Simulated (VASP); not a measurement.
**PtS2: single point with PBE**

Crystal: PtS2.

```
Pt S
1.0
     3.54320    0.00000    0.00000
    -1.77160    3.06850    0.00000
     0.00000    0.00000    5.03880
Pt S
1 2
Direct
  0.00000 0.00000 0.00000
  0.66667 0.33333 0.77300
  0.33333 0.66667 0.22700
```

```json
{"Program": "VASP 6.6.1", "Task": "single point", "Functional": "PBE", "Potentials or basis": "VASP PAW PBE potentials, release 64 (Pt, S)", "Cutoff": "520 eV", "k mesh": "9 × 9 × 5", "Occupations": "gaussian, width 0.029 eV", "Spin": "no spin polarisation"}
```

```
Pressure               : 11.1 GPa
Largest force          : 1.213 eV/Å
Band gap on the k mesh : 1.03 eV, indirect (least direct gap 1.08 eV)
```

Forces in eV/Å, atoms in the order of the input:
```
Pt   0.000  0.000  0.000
S    0.000  0.000 -1.213
S    0.000  0.000  1.213
```

Stress tensor (GPa, compression positive):
```
11.58  0.00  0.00
 0.00 11.58  0.00
 0.00  0.00 10.10
```

Levels at points of the mesh, in eV from the valence-band top:
```tsv
k point	band 9	band 10	band 11	band 12	band 13	band 14
(0.00, 0.00, 0.00)	-1.14	-1.14	-0.12	2.46	2.46	4.80
```

Run time: 20 s on 1 thread of Intel(R) Xeon(R) 6975P-C (Granite Rapids), on a shared host, peak memory 0.2 GiB.

Caveat: spin-orbit coupling is left out, which moves the levels of the heavy elements; an odd mesh through Γ misses points on the zone boundary, where band edges often lie; forces of over 1 eV/Å show positions far from the minimum, so gaps and moduli don't describe the material at rest.
